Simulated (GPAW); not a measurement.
SiC (Moissanite):

```xyz
4
Lattice="3.0760 0.0000 0.0000 -1.5380 2.6639 0.0000 0.0000 0.0000 5.0480" Properties=species:S:1:pos:R:3 pbc="T T T"
Si    1.5380    0.8880    2.5240
Si    0.0000    1.7759    0.0000
C     1.5380    0.8880    4.4675
C     0.0000    1.7759    1.9435
```

Base run:

```yaml
Program: GPAW 26.7.0
Functional: PBEsol
Potentials_or_basis: PAW data sets generated in the run's folder for this functional
Cutoff: 680 eV
Basis: pw
k_mesh: 6 × 6 × 3
Occupations: fermi-dirac, width 0.01 eV
Spin: no spin polarisation
```

Its results: band gap on the k mesh 2.16 eV, indirect (least direct gap 3.95 eV); pressure 1.6 GPa; largest force 0.760 eV/Å.

**Question.** The run is repeated on the same cell with these changes: k mesh from 6 × 6 × 3 to 5 × 5 × 3. What comes out?

**Answer.** Band gap on the k mesh 2.68 eV, indirect (least direct gap 4.06 eV); pressure 1.6 GPa; largest force 0.748 eV/Å.

Caveats: some runs use coarse meshes; the cutoff is short for stress and forces, so pressures can be off by a GPa or more; an odd mesh through Γ misses points on the zone boundary, where band edges often lie.

Not every run made on this cell is shown here.
